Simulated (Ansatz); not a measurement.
# BP (F-43m), an elastic constant from a strain scan

Computed with Ansatz, DFT PBE, scalar-relativistic, plane waves, PAW. Cutoff 420 eV, Γ-centred 10×10×10 k-points, Gaussian smearing of 0.05 eV. No spin polarisation. Energies are free energies at this smearing, counted from the undisturbed cell; pressure is positive in compression.

The starting cell (relaxed at this level):

```
CELL_PARAMETERS angstrom
0.00000 2.27415 2.27415
2.27415 0.00000 2.27415
2.27415 2.27415 0.00000
ATOMIC_POSITIONS crystal
B 0.00000 0.00000 0.00000
P 0.75000 0.75000 0.75000
```

The cell is strained by ε times the Voigt pattern (0, 1, 0, 0, 0, 0) (xx, yy, zz, yz, xz, xy; engineering shear) with fractional coordinates fixed. The cell holds 2 atoms in V0 = 23.52 Å³. The stress column is τ = (1/V0) dE/dε, got from the stress tensor σ (compression positive) at each point as −det(1 + εP) σ : P(1 + εP)⁻¹, with P the pattern as a tensor.

```
      ε  ΔE (meV/atom)  τ (GPa)
-0.0400         20.543  -14.175
-0.0300         11.488  -10.528
-0.0200          5.076   -6.951
-0.0100          1.265   -3.447
 0.0000          0.000   -0.015
 0.0100          1.225    3.343
 0.0200          4.887    6.625
 0.0300         10.935    9.829
 0.0350         14.830   11.404
 0.0400              ?        ?
```

Question: Which combination of elastic constants does this scan measure, and how large is it?

Answer: For small ε, τ = τ0 + Kε with K = pᵀCp, which for this pattern is C11 in the cubic axes. The parabola through τ at ε = -0.0100, 0 and 0.0100 has slope K = 339 GPa at zero. The energies per cell, E = NΔE, of the same two points give K = 2[E(ε₊)/ε₊ − E(ε₋)/ε₋]/[(ε₊ − ε₋)V0] = 339 GPa, in agreement.

Question: Predict the withheld row at ε = 0.0400 from the harmonic law, and compare.

Answer: ΔE = V0(τ0 ε + Kε²/2)/N = 19.892 meV/atom and τ = 13.56 GPa. The calculation gives 19.305 meV/atom and 12.96 GPa, a miss of 2.9 % of the harmonic energy, so the harmonic law still holds here.

Cost: 10 runs of about 0.33 core-minutes in all, on Arm Neoverse V2 (shared hosts).